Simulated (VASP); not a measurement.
TiS2, 3 atoms in the cell. It takes space group P-3m1 (No. 164, trigonal). The conventional cell has a = 3.412 Å, b = 3.412 Å, c = 5.695 Å, α = 90.00°, β = 90.00°, γ = 120.00°. Ti (site symmetry -3m) has 6 S at 2.43 Å as nearest neighbours. Around S (site symmetry 3m) lie 3 Ti at 2.43 Å. 

```yaml
Program: VASP 6.6.1
Task: single point
Functional: r2SCANh
Potentials_or_basis: VASP PAW PBE potentials, release 64 (Ti_sv, S)
Cutoff: 520 eV
k_mesh: 5 × 5 × 3
Occupations: fermi-dirac, width 0.05 eV
Spin: no spin polarisation
Dipole_correction: no
Exchange_at_q_=_0: truncated
Grid_for_exact_exchange_PRECFOCK: Normal
Further_INCAR_settings: ALGO = Normal; EDIFF = 1e-06; NBANDS = 19
```

Potentials or basis: VASP PAW PBE potentials, release 64 (Ti_sv, S).

Command:

```bash
$ cat potpaw_PBE.64/Ti_sv/POTCAR potpaw_PBE.64/S/POTCAR > POTCAR
$ cp INCAR.step1 INCAR
$ mpirun -np 1 vasp_std > vasp.out
$ cp INCAR.step2 INCAR
$ mpirun -np 1 vasp_std > vasp.out
```

Hardware: 1 thread of Intel(R) Xeon(R) Platinum 8488C (Sapphire Rapids), on a shared host.

Task: Estimate the wall time of this run.

Result: Run time: 24 min on 1 thread of Intel(R) Xeon(R) Platinum 8488C (Sapphire Rapids), with other jobs on the host, peak memory 0.2 GiB. Counts: scf iterations 12, k points 12.
